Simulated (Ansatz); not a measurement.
TiSe2: one input, then a changed one

The cell is the one relaxed in the Materials Project (mp-2194), not relaxed further here; entries there can be hypothetical.

First run: DFT, PBEsol, all-electron LAPW, scalar-relativistic (Ansatz 0.2.0).

Command: `ansatz run input.yaml --threads 1 --pin off --max-ram 4096MiB --backend cpu --events-out ev --progress --plain --runs-dir out` The run took about 61 s on 1 thread of a shared machine.

```yaml
crystal:
  lattice:
    - [3.5565669337, 0.0, 0.0]
    - [-1.7782834669, 3.0800773149, 0.0]
    - [0.0, 0.0, 6.34762586]
  atoms:
    - { symbol: Ti, position: [0.0, 0.0, 0.0] }
    - { symbol: Se, position: [0.3333333333, 0.6666666667, 0.23992784] }
    - { symbol: Se, position: [0.6666666667, 0.3333333333, 0.76007216] }
kpoints:
  mp_grid: { grid: [11, 11, 5] }
  band_path:
    path:
      - [0.0, 0.0, 0.0]
      - [0.5, 0.0, 0.0]
      - [0.3333333333, 0.3333333333, 0.0]
      - [0.0, 0.0, 0.0]
      - [0.0, 0.0, 0.5]
      - [0.5, 0.0, 0.5]
      - [0.3333333333, 0.3333333333, 0.5]
      - [0.0, 0.0, 0.5]
      - [0.5, 0.0, 0.5]
    npoints: 8
scf:
  occupations: { method: fermi_dirac, width: 0.05 }
hamiltonian:
  xc: pbesol
  pseudopotentials: { kind: all_electron, lapw: { basis_error: 0.001 } }
output:
  forces: true
  stress: true
  eigenvalues: true
  populations: true
  dos: { projected: true, de: 0.2, e_range: [-14, 8] }
```

Result: converged; pressure -2.72 GPa; largest force 0.055 eV/Å; no gap on the k mesh; 10 SCF iterations.

The input is then changed:

```diff
@@ -23,5 +23,5 @@
     npoints: 8
 scf:
-  occupations: { method: fermi_dirac, width: 0.05 }
+  occupations: { method: tetrahedron_uncorrected }
 hamiltonian:
   xc: pbesol
@@ -32,4 +32,3 @@
   eigenvalues: true
   populations: true
-  dos: { projected: true, de: 0.2, e_range: [-14, 8] }
```

Problem. What does the second run give?

Solution. It converged; energy at zero smearing +3.5 meV/atom from the first run; pressure -2.65 GPa; largest force 0.067 eV/Å; no gap on the k mesh; 12 SCF iterations.
